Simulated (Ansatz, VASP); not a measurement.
**Two plane-wave programs on BaZrO3**

Contents of POSCAR:

```
BaZrO3
1.0
    4.1558340000      0.0000000000      0.0000000000
    0.0000000000      4.1558340000      0.0000000000
    0.0000000000      0.0000000000      4.1558340000
O Ba Zr
3 1 1
Direct
    0.0000000000      0.5000000000      0.5000000000
    0.5000000000      0.0000000000      0.5000000000
    0.5000000000      0.5000000000      0.0000000000
    0.0000000000      0.0000000000      0.0000000000
    0.5000000000      0.5000000000      0.5000000000
```

File INCAR.step1:

```
SYSTEM = BaZrO3
PREC = Accurate
ENCUT = 520
ISMEAR = -1
SIGMA = 0.0123
LREAL = .FALSE.
LASPH = .TRUE.
NELM = 80
NBANDS = 28
GGA = PE
ALGO = Normal
EDIFF = 1E-4
LWAVE = .TRUE.
LCHARG = .FALSE.
```

INCAR.step2

```
SYSTEM = BaZrO3
PREC = Accurate
ENCUT = 520
EDIFF = 1E-6
ISMEAR = -1
SIGMA = 0.0123
LREAL = .FALSE.
LASPH = .TRUE.
NELM = 80
ALGO = Normal
ISIF = 2
LWAVE = .FALSE.
LCHARG = .FALSE.
METAGGA = R2SCAN
LMIXTAU = .TRUE.
NBANDS = 28
ISTART = 1
```

The input KPOINTS:

```
regular mesh
0
G
  6 6 6
  0 0 0
```

Input for Ansatz:

```yaml
crystal:
  lattice:
    - [4.155834, 0.0, 0.0]
    - [0.0, 4.155834, 0.0]
    - [0.0, 0.0, 4.155834]
  atoms:
    - { symbol: O, position: [0.0, 0.5, 0.5] }
    - { symbol: O, position: [0.5, 0.0, 0.5] }
    - { symbol: O, position: [0.5, 0.5, 0.0] }
    - { symbol: Ba, position: [0.0, 0.0, 0.0] }
    - { symbol: Zr, position: [0.5, 0.5, 0.5] }
  symmetry: { tolerance: 0.0003 }
kpoints:
  mp_grid: { grid: [6, 6, 6], shift: [0, 0, 0] }
  band_path:
    path:
      - [0.0, 0.0, 0.0]
      - [0.0, 0.5, 0.0]
      - [0.5, 0.5, 0.0]
      - [0.0, 0.0, 0.0]
      - [0.5, 0.5, 0.5]
      - [0.0, 0.5, 0.0]
      - [0.5, 0.5, 0.5]
      - [0.5, 0.5, 0.0]
    npoints: 8
magnetization:
  spin_polarized: false
scf:
  occupations: { method: fermi_dirac, width: 0.0123 }
  lower_state_search: "off"
  max_iter: 200
hamiltonian:
  pseudopotentials: { kind: paw }
  xc: r2scan
basis:
  ecutwfc: 500
  fft_grid_basis: typed
output:
  forces: true
  stress: true
  eigenvalues: true
  bader: true
  populations: true
  elf: true
  write_potential: true
  volumetric_format: npy
  dos:
    e_range: [-12, 8]
    de: 0.05
    projected: { site_lists: { Ba: [Ba], O: [O], Zr: [Zr] } }
checkpoint:
  read: saved_state
```

Alike in both runs: task single point; functional r2SCAN; k mesh 6 × 6 × 6; occupations fermi-dirac, width 0.0123 eV; no spin polarisation.

```csv
,VASP,Ansatz
version,VASP 6.6.1,Ansatz 0.2.0
potentials or method,"VASP PAW PBE potentials, release 64 (O, Ba_sv, Zr_sv)",PAW plane waves
plane-wave cutoff (eV),520,500
valence electrons in the cell,40,40
```

Ansatz gave:

| Item | Value |
| --- | --- |
| gap on the k mesh at the Fermi level (eV) | 3.82 |
| pressure (GPa) | 6.2 |

**Question.** Estimate VASP's values.

**Answer.** gap on the k mesh at the Fermi level (eV): 3.76; pressure (GPa): 7.4.

The functional is the same, so the differences come from potentials, cutoffs and numerics.

Caveats: the PAW data sets were made with another functional, which shifts forces and pressure a little (VASP); spin-orbit coupling is left out, which moves the levels of the heavy elements. A k mesh can miss the band edges. r2SCAN opens gaps a little over a GGA but as a rule still falls short of measured ones.
